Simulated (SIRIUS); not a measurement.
Runs of SIRIUS 7.10.0 on Ag. The typed cell holds 2 atoms: a = 2.924 Å, b = 2.942 Å, c = 4.790 Å, α = 90.09°, β = 90.81°, γ = 120.20°. This isn't the form of Ag at room conditions, which is fcc.

```tsv
level	libxc names	gap on the mesh (eV)	pressure (GPa)	largest force (eV/Å)
AM05	["XC_GGA_X_AM05", "XC_GGA_C_AM05"]	none	-4.0	(a)
XLYP	["XC_GGA_XC_XLYP"]	none	(b)	0.07
HLE16	["XC_GGA_XC_HLE16"]	none	-6.2	0.03
LDA	["XC_LDA_X", "XC_LDA_C_PW"]	none	-8.6	0.04
LDA-VWN	["XC_LDA_X", "XC_LDA_C_VWN"]	none	-8.6	0.04
```

Alike in all rows: task single point; potentials or basis PseudoDojo 0.4.1 PBE standard (scalar relativistic); no spin polarisation; cell as given; k mesh 4 × 4 × 3; cutoff (eV) 1127; smearing fermi-dirac 0.05 eV; the mesh is coarse, so values aren't converged.

Question: Fill in the values left out.

Answer: (a) 0.05; (b) 10.5.

Caveats: all runs use coarse meshes; the potentials were made for another functional, which shifts forces and pressure; the potentials were made for a functional far from this one (some runs).

A k mesh can miss the band edges, and the runs leave out spin-orbit coupling on Ag.

A gap of «none» marks a metal or a gap under the smearing width.
